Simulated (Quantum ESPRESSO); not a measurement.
KCl (Sylvite):

```xyz
2
Lattice="0.0000 3.1465 3.1465 3.1465 0.0000 3.1465 3.1465 3.1465 0.0000" Properties=species:S:1:pos:R:3 pbc="T T T"
K     0.0000    0.0000    0.0000
Cl    3.1465    3.1465    3.1465
```

| Quantity | Value |
| --- | --- |
| Program | Quantum ESPRESSO 7.5 |
| Task | single point |
| Functional | PBE |
| Potentials or basis | SSSP 1.3 efficiency PBE |
| Cutoff | 816 eV |
| Density cutoff | 6531 eV |
| k mesh | 7 × 7 × 7 |
| Occupations | fermi-dirac, width 0.05 eV |
| Spin | no spin polarisation |

On this cell: pressure 0.7 GPa; largest force zero by symmetry; band gap on the k mesh 5.19 eV, direct.

The same run follows on a disturbed copy (atoms moved at random, drawn with an rms of 0.05 Å):

```
K Cl
1.0
     0.00000    3.14647    3.14647
     3.14647    0.00000    3.14647
     3.14647    3.14647    0.00000
K Cl
1 1
Cartesian
  0.0311 -0.0414 0.0021
  3.1708 3.1108 3.0997
```

Question: What changes?

Answer: The energy moves by +0.8 meV/atom; pressure 0.7 GPa; largest force 0.066 eV/Å; band gap on the k mesh 5.19 eV, direct.

Forces in eV/Å, atoms in the order of the input:
```
K   -0.009  0.008 -0.065
Cl   0.009 -0.008  0.065
```

Caveats: an odd mesh through Γ misses points on the zone boundary, where band edges often lie.
